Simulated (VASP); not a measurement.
# K2S (Fm-3m) in VASP: settings compared, part 2 of 2

VASP 6.6.1.

### Step 9. Equation of state, PBEsol, 31.92 Å³/atom (volume scaled by 0.94)

Contents of INCAR:

```
PREC = Accurate
ENCUT = 520
EDIFF = 1E-7
ISMEAR = -1
SIGMA = 0.05
LREAL = False
LASPH = True
NELM = 60
ALGO = Normal
ISIF = 2
LWAVE = False
LCHARG = False
GGA = PS
NBANDS = 19
```

Contents of KPOINTS:

```
Automatic mesh
0
Gamma
  6 6 6
```

Contents of POSCAR:

```
K2S
1.0
    0.0000000000      3.6312664021      3.6312664021
    3.6312664021      0.0000000000      3.6312664021
    3.6312664021      3.6312664021      0.0000000000
K S
2 1
Direct
    0.2500000000      0.2500000000      0.2500000000
    0.7500000000      0.7500000000      0.7500000000
    0.0000000000      0.0000000000      0.0000000000
```

Potentials or basis: VASP PAW PBE potentials, release 64 (K_sv, S).

Started as:

```sh
$ cat potpaw_PBE.64/K_sv/POTCAR potpaw_PBE.64/S/POTCAR > POTCAR
$ mpirun -np 1 vasp_std > vasp.out
```

Run time: 39 s. Hardware: 1 thread of Intel Xeon Platinum 8488C (Sapphire Rapids), shared host; peak memory 0.23 GiB.

It converged, with:

- Free energy: -9.8562 eV
- Pressure: 0.7 GPa
- Band gap on the k mesh: 2.42 eV, indirect (least direct gap 2.68 eV)

Caveat: the PAW data sets were made with another functional, which shifts forces and pressure a little.

### Step 10. Equation of state, PBEsol, 32.60 Å³/atom (volume scaled by 0.96)

INCAR is that of step 9.

KPOINTS is that of step 9.

Contents of POSCAR:

```
K2S
1.0
    0.0000000000      3.6568395433      3.6568395433
    3.6568395433      0.0000000000      3.6568395433
    3.6568395433      3.6568395433      0.0000000000
K S
2 1
Direct
    0.2500000000      0.2500000000      0.2500000000
    0.7500000000      0.7500000000      0.7500000000
    0.0000000000      0.0000000000      0.0000000000
```

Started as:

```sh
$ cat potpaw_PBE.64/K_sv/POTCAR potpaw_PBE.64/S/POTCAR > POTCAR
$ mpirun -np 1 vasp_std > vasp.out
```

Run time: 42 s. Hardware: 1 thread of Intel Xeon Platinum 8488C (Sapphire Rapids), shared host; peak memory 0.23 GiB.

The run converged. Its results:

| Item | Value |
| --- | --- |
| Free energy | -9.8626 eV |
| Pressure | 0.2 GPa |
| Band gap on the k mesh | 2.37 eV, indirect (least direct gap 2.60 eV) |

Caveat: the PAW data sets were made with another functional, which shifts forces and pressure a little.

### Step 11. Equation of state, PBEsol, 33.28 Å³/atom (volume scaled by 0.98)

INCAR is that of step 10.

KPOINTS is that of step 10.

Contents of POSCAR:

```
K2S
1.0
    0.0000000000      3.6820599233      3.6820599233
    3.6820599233      0.0000000000      3.6820599233
    3.6820599233      3.6820599233      0.0000000000
K S
2 1
Direct
    0.2500000000      0.2500000000      0.2500000000
    0.7500000000      0.7500000000      0.7500000000
    0.0000000000      0.0000000000      0.0000000000
```

Started as:

```sh
$ cat potpaw_PBE.64/K_sv/POTCAR potpaw_PBE.64/S/POTCAR > POTCAR
$ mpirun -np 1 vasp_std > vasp.out
```

Wall time 41 s (1 thread of Intel Xeon Platinum 8488C (Sapphire Rapids), shared host); peak memory 0.23 GiB.

Results (log left out):

* Free energy: -9.8635 eV
* Pressure: -0.2 GPa
* Band gap on the k mesh: 2.32 eV, indirect (least direct gap 2.53 eV)

Caveat: the PAW data sets were made with another functional, which shifts forces and pressure a little.

### Step 12. Equation of state, PBEsol, 34.64 Å³/atom (volume scaled by 1.02)

INCAR is that of step 11.

KPOINTS is that of step 11.

Contents of POSCAR:

```
K2S
1.0
    0.0000000000      3.7314894447      3.7314894447
    3.7314894447      0.0000000000      3.7314894447
    3.7314894447      3.7314894447      0.0000000000
K S
2 1
Direct
    0.2500000000      0.2500000000      0.2500000000
    0.7500000000      0.7500000000      0.7500000000
    0.0000000000      0.0000000000      0.0000000000
```

Potentials or basis: VASP PAW PBE potentials, release 64 (K_sv, S).

Started as:

```sh
$ cat potpaw_PBE.64/K_sv/POTCAR potpaw_PBE.64/S/POTCAR > POTCAR
$ mpirun -np 1 vasp_std > vasp.out
```

It took 42 s on 1 thread of Intel Xeon Platinum 8488C (Sapphire Rapids), shared host; peak memory 0.23 GiB.

It converged, with:

```yaml
Free_energy: -9.8505 eV
Pressure: -0.9 GPa
Band_gap_on_the_k_mesh: 2.22 eV, indirect (least direct gap 2.40 eV)
```

Caveat: the PAW data sets were made with another functional, which shifts forces and pressure a little.

### Step 13. Equation of state, PBEsol, 35.32 Å³/atom (volume scaled by 1.04)

INCAR is that of step 12.

KPOINTS is that of step 12.

Contents of POSCAR:

```
K2S
1.0
    0.0000000000      3.7557205746      3.7557205746
    3.7557205746      0.0000000000      3.7557205746
    3.7557205746      3.7557205746      0.0000000000
K S
2 1
Direct
    0.2500000000      0.2500000000      0.2500000000
    0.7500000000      0.7500000000      0.7500000000
    0.0000000000      0.0000000000      0.0000000000
```

Started as:

```sh
$ cat potpaw_PBE.64/K_sv/POTCAR potpaw_PBE.64/S/POTCAR > POTCAR
$ mpirun -np 1 vasp_std > vasp.out
```

Run time: 40 s. Hardware: 1 thread of Intel Xeon Platinum 8488C (Sapphire Rapids), shared host; peak memory 0.24 GiB.

Results (log left out):

* Free energy: -9.8378 eV
* Pressure: -1.2 GPa
* Band gap on the k mesh: 2.18 eV, indirect (least direct gap 2.34 eV)

Caveat: the PAW data sets were made with another functional, which shifts forces and pressure a little.

### Step 14. Equation of state, PBEsol, 36.00 Å³/atom (volume scaled by 1.06)

INCAR is that of step 13.

KPOINTS is that of step 13.

Contents of POSCAR:

```
K2S
1.0
    0.0000000000      3.7796430067      3.7796430067
    3.7796430067      0.0000000000      3.7796430067
    3.7796430067      3.7796430067      0.0000000000
K S
2 1
Direct
    0.2500000000      0.2500000000      0.2500000000
    0.7500000000      0.7500000000      0.7500000000
    0.0000000000      0.0000000000      0.0000000000
```

Started as:

```sh
$ cat potpaw_PBE.64/K_sv/POTCAR potpaw_PBE.64/S/POTCAR > POTCAR
$ mpirun -np 1 vasp_std > vasp.out
```

It took 40 s on 1 thread of Intel Xeon Platinum 8488C (Sapphire Rapids), shared host; peak memory 0.24 GiB.

Results (log left out):

```
Free energy            : -9.8214 eV
Pressure               : -1.4 GPa
Band gap on the k mesh : 2.13 eV, indirect (least direct gap 2.28 eV)
```

Caveat: the PAW data sets were made with another functional, which shifts forces and pressure a little.

### Step 15. Equation of state, PBEsol

Potentials or basis: VASP PAW PBE potentials, release 64 (K_sv, S).

No new run: the results of the series are fitted here.

Results:

```
Equilibrium volume                      : 33.04 Å³/atom
Bulk modulus                            : 20.0 GPa
Pressure derivative of the bulk modulus : 4.4
```

Energy against volume, from the lowest point:
```tsv
volume (Å³/atom)	energy (meV/atom)
31.921	2.42
32.601	0.28
33.280	0.00
33.959	1.40
34.638	4.31
35.317	8.55
35.997	14.01
```

Caveat: the PAW data sets were made with another functional, which shifts forces and pressure a little.
